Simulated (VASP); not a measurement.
Input of a VASP 6.6.1 run:

The input INCAR:

```
PREC     = Accurate       # precision mode
ENCUT    = 520            # plane-wave cutoff, eV
EDIFF    = 1E-6           # SCF threshold, eV
ISMEAR   = 0              # smearing method
SIGMA    = 0.02           # smearing width, eV
LREAL    = False          # projectors in reciprocal space
LASPH    = True           # aspherical terms in the spheres
NELM     = 100            # most SCF steps
ALGO     = Normal         # electronic algorithm
ISIF     = 2              # what is computed and relaxed
LWAVE    = False          # write WAVECAR
LCHARG   = False          # write CHGCAR
GGA      = PE             # functional
LOPTICS  = True           # frequency-dependent dielectric function
NBANDS   = 36             # bands
NEDOS    = 2000           # points of the DOS
CSHIFT   = 0.05
```

File KPOINTS:

```
regular mesh
0
Gamma
  10 10 4
```

The input POSCAR:

```
Al2O3
1.0
    3.0174825440      0.0000000000      0.0000000000
   -1.5087412720      2.6132165386      0.0000000000
    0.0000000000      0.0000000000      7.5746360022
Al O
2 3
Direct
    0.0000000000      0.0000000000      0.7220490000
    0.0000000000      0.0000000000      0.2779510000
    0.0000000000      0.0000000000      0.5000000000
    0.6666666667      0.3333333333      0.8005460000
    0.3333333333      0.6666666667      0.1994540000
```

Potentials or basis: VASP PAW PBE potentials, release 64 (Al, O).

Command:

```bash
$ cat potpaw_PBE.64/Al/POTCAR potpaw_PBE.64/O/POTCAR > POTCAR
$ mpirun -np 1 vasp_std > vasp.out
```

Q: Predict the band gap on the k mesh.

A: 2.29 eV, direct.

Q: Estimate the pressure.

A: -0.5 GPa.

Q: Predict the largest force.

A: 0.091 eV/Å.

Dielectric function (mean over the directions given):
```csv
energy (eV),real part,imaginary part
0.26,2.98,0.00
1.21,3.03,0.00
2.25,3.29,0.20
3.29,3.12,0.27
4.33,3.36,0.30
5.37,3.34,0.40
6.41,4.35,1.50
7.45,4.16,2.37
8.49,3.07,1.65
9.53,2.85,1.89
10.57,1.56,2.04
11.61,1.79,2.13
12.65,2.50,2.50
13.69,0.41,2.65
14.73,0.42,2.17
15.77,0.36,2.33
16.81,-0.51,2.41
17.85,-0.61,1.46
18.89,-0.38,1.04
19.93,-0.09,0.72
```

Caveat: spectra need much finer meshes, so this one isn't converged; independent-particle spectra lack excitons. A k mesh can miss the band edges.
